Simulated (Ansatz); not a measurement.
**BN: experiment and calculation**

**Experimental background.**

A printed reference work, textbook reports, for a bulk crystal of BN: lattice constant a 2.504 Å; lattice constant c 6.6612 Å.

From “Anisotropic thermo-mechanical response of layered hexagonal boron nitride and black phosphorus: application as a simultaneous pressure and temperature sensor”, 2023, arxiv:2307.07533, for a powder of BN at 300 K: bulk modulus 27.4 ± 0.9 GPa.

From “Dielectric permittivity, conductivity and breakdown field of hexagonal boron nitride”, 2022, arxiv:2201.05826, for a bulk crystal of BN: high-frequency dielectric constant 4.95.

The runs below are set against these values where they give the same quantity.

Level of theory: DFT PBE+D3(BJ), scalar-relativistic, plane waves, PAW in Ansatz 0.2.0.

Cutoff 420 eV; k points 12×12×4 on the computed 4-atom cell (Γ-centred); Gaussian smearing, width 0.02 eV; no spin polarisation.

Relaxed structure, symmetry kept:

```
B N
1.0
     2.50643    0.00000    0.00000
    -1.25321    2.17063    0.00000
     0.00000    0.00000    6.61412
B N
2 2
Direct
  0.33333 0.66667 0.25000
  0.66667 0.33333 0.75000
  0.33333 0.66667 0.75000
  0.66667 0.33333 0.25000
```

| Quantity | Value |
| --- | --- |
| Space group | P6_3/mmc (No. 194) |
| Volume per atom | 9.00 Å³ |
| Kohn–Sham band gap | 4.22 eV, indirect from (0.305, 0.305, -0.010) to M |
| Löwdin character of the top 1 eV of the valence band | N 2p 90 %, B 2p 9 % |
| Löwdin character of the lowest 1 eV of the conduction band | B 2p 88 %, N 2p 8 % |
| Electron masses at the edge by Cartesian direction of the standard setting (m_e; degenerate bands sorted by energy; no spin-orbit coupling) | x: 2.3; y: 0.26; z: 3.1 |
| Hole masses at the edge by Cartesian direction of the standard setting (m_e; degenerate bands sorted by energy; no spin-orbit coupling) | x: 1.3; y: 0.67; z: 6.5 |
| Electronic dielectric constant xx, yy, zz of the standard setting (independent particles) | 4.9, 4.9, 3.0 |
| Bader charges (e) | B (2 in the cell) 2.22, N (2 in the cell) -2.22 |

Measured lattice constant a of BN: 2.504 Å (a printed reference work, textbook). This calculation gives 2.506 Å (+0.1 %). A measured lattice constant c of BN is 6.6612 Å (a printed reference work, textbook); the calculated 6.614 Å misses it by -0.7 %. The calculation is for 0 K without zero-point motion. Against the measured bulk modulus of BN, 27.4 GPa (300 K; powder; the paper above), the calculated 27 GPa is off by +0.1 %. Measured high-frequency dielectric constant of BN: 4.95 (quoted in the paper above). This calculation gives 4.25 (-14.1 %). 2 values of this kind are on record (2.86 to 4.95); this one was drawn at random. Local fields are left out.